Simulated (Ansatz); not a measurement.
**Could BAs exist in this structure?**

Plane-wave DFT in Ansatz with scalar-relativistic PAW potentials. The crystal relaxes under PBE to F-43m with a = 4.809 Å, 13.90 Å³/atom. No spin polarisation.

```
CELL_PARAMETERS angstrom
0.00000 2.40441 2.40441
2.40441 0.00000 2.40441
2.40441 2.40441 0.00000
ATOMIC_POSITIONS crystal
B 0.00000 0.00000 0.00000
As 0.75000 0.75000 0.75000
```

Problem. Test it against the elements, against displacements at the zone centre and against strain.

Solution.
- Energy over the elements: -0.027 eV/atom (PBE, standard states in the same functional, gases uncorrected)
- Optical modes at Γ: all 3 real, at 700 cm⁻¹ (LDA, without the LO-TO term)
- Least eigenvalue of the elastic tensor: 156 GPa (LDA)

It passes all three tests. So it is a local minimum against everything tried and bound against the elements. Modes at other wave vectors, other structures and decomposition into other compounds weren't tested here. The modes and the tensor belong to cells relaxed at their own level (13.25 Å³/atom for the tensor), not to the cell shown; modes and shear constants soften as a cell grows, so the larger cell shown may fail a test that the smaller one passes.